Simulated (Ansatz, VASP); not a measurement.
**BN in VASP and in Ansatz**

```
B N
1.0
     4.48900    0.00000    0.00000
     0.00000    4.48900    0.00000
     0.00000    0.00000    2.54919
B N
4 4
Direct
  0.17428 0.82572 0.50000
  0.32572 0.32572 0.00000
  0.67428 0.67428 0.00000
  0.82572 0.17428 0.50000
  0.81261 0.81261 0.50000
  0.31261 0.68739 0.00000
  0.68739 0.31261 0.00000
  0.18739 0.18739 0.50000
```

Alike in both runs: task single point; functional PBE; k mesh 6 × 6 × 10; occupations gaussian, width 0.05 eV; no spin polarisation.

|  | VASP | Ansatz |
| --- | --- | --- |
| version | VASP 6.6.1 | Ansatz 0.2.0 |
| potentials or method | VASP PAW PBE potentials, release 64 (B, N) | scalar-relativistic, plane waves, PAW |
| plane-wave cutoff (eV) | 520 | 520 |
| valence electrons in the cell | 32 | 32 |

Ansatz gave:

- gap on the k mesh at the Fermi level (eV): 4.86
- least direct gap on the mesh (eV): 5.93
- pressure (GPa): -9.4
- largest component of the traceless stress (GPa): 6.96
- rms of the force components (eV/Å): 0.066

**Question.** What did VASP give for the same quantities?

**Answer.** gap on the k mesh at the Fermi level (eV): 4.85; least direct gap on the mesh (eV): 5.92; pressure (GPa): -9.2; largest component of the traceless stress (GPa): 7.10; rms of the force components (eV/Å): 0.067.

Atom by atom the forces differ by 0.003 eV/Å (rms over components).

A k mesh can miss the band edges. Expect the measured gap to be larger: semilocal functionals such as PBE lack the derivative discontinuity.
